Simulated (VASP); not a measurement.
A run of VASP 6.6.1 is set up as follows.

Contents of INCAR:

```
SYSTEM = NiO
PREC     = Accurate       ! precision mode
ENCUT    = 520            ! plane-wave cutoff, eV
EDIFF    = 1E-6           ! SCF threshold, eV
ISMEAR   = -1             ! smearing method
SIGMA    = 0.05           ! smearing width, eV
LREAL    = .FALSE.        ! projectors in reciprocal space
LASPH    = .TRUE.         ! aspherical terms in the spheres
NELM     = 150            ! most SCF steps
ALGO     = Normal         ! electronic algorithm
ISIF     = 2              ! what is computed and relaxed
LWAVE    = .FALSE.        ! write WAVECAR
LCHARG   = .FALSE.        ! write CHGCAR
ISPIN    = 2              ! spin polarisation
MAGMOM   = 2.5 0          ! initial moments
LORBIT   = 11             ! projections on sites
LMAXMIX  = 4              ! l up to which the mixer works
GGA      = PE             ! functional
```

KPOINTS

```
regular mesh
0
G
  11 11 11
  0 0 0
```

The input POSCAR:

```
NiO
1.0
    0.0000000000      2.0859016414      2.0859016414
    2.0859016414      0.0000000000      2.0859016414
    2.0859016414      2.0859016414      0.0000000000
Ni O
1 1
Direct
    0.0000000000      0.0000000000      0.0000000000
    0.5000000000      0.5000000000      0.5000000000
```

Potentials or basis: VASP PAW PBE potentials, release 64 (Ni, O).

The run is started by

```console
$ cat potpaw_PBE.64/Ni/POTCAR potpaw_PBE.64/O/POTCAR > POTCAR
$ mpirun -np 1 vasp_std > vasp.out
```

Question: What does it give for the net moment?

Answer: 1.67 μB per cell.

Question: What does it give for the site moments?

Answer: Ni +1.38; O +0.25 μB.

Caveat: a cell with one magnetic atom can't hold antiferromagnetic order, which such compounds often take; semilocal functionals often make such compounds metallic where correlation or magnetic order opens a gap, which also shifts bond lengths.

The gap isn't set beside the measured one, since this odd mesh misses points on the zone boundary.
